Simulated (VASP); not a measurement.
Wanted: the native input for a VASP 6.6.1 run.

```
Task                   : single point
Functional             : PBE
Potentials or basis    : VASP PAW PBE potentials, release 64 (Ag, Cl)
Cutoff                 : 520 eV
k mesh                 : 8 × 8 × 8
Occupations            : gaussian, width 0.02 eV
Spin                   : no spin polarisation
Dipole correction      : no
Further INCAR settings : ALGO = Fast; EDIFF = 1e-06; NBANDS = 16
```

The structure of AgCl lies in POSCAR:

```
AgCl
1.0
    0.0000000000      2.8345752725      2.8345752725
    2.8345752725      0.0000000000      2.8345752725
    2.8345752725      2.8345752725      0.0000000000
Ag Cl
1 1
Direct
    0.5000000000      0.5000000000      0.5000000000
    0.0000000000      0.0000000000      0.0000000000
```

The cell isn't the ideal one: strained and moved within the space group.

One way to write it, as run:

INCAR

```
PREC     = Accurate       # precision mode
ENCUT    = 520            # plane-wave cutoff, eV
EDIFF    = 1E-6           # SCF threshold, eV
ISMEAR   = 0              # smearing method
SIGMA    = 0.02           # smearing width, eV
LREAL    = False          # projectors in reciprocal space
LASPH    = True           # aspherical terms in the spheres
NELM     = 100            # most SCF steps
ALGO     = Fast           # electronic algorithm
ISIF     = 2              # what is computed and relaxed
LWAVE    = False          # write WAVECAR
LCHARG   = True           # write CHGCAR
GGA      = PE             # functional
LELF     = True           # ELF
LVHAR    = True         
NBANDS   = 16             # bands
```

KPOINTS

```
Automatic mesh
0
Gamma
  8 8 8
```

Potentials or basis: VASP PAW PBE potentials, release 64 (Ag, Cl).

The run is started by

```sh
$ cat potpaw_PBE.64/Ag/POTCAR potpaw_PBE.64/Cl/POTCAR > POTCAR
$ mpirun -np 1 vasp_std > vasp.out
```

Results of the run:

```json
{"Pressure": "-1.3 GPa", "Band gap on the k mesh": "0.93 eV, indirect (least direct gap 2.99 eV)"}
```

Wall time 24 s on 1 thread of Intel(R) Xeon(R) Platinum 8375C CPU @ 2.90GHz (Ice Lake), with other jobs on the host, peak memory 0.16 GiB.
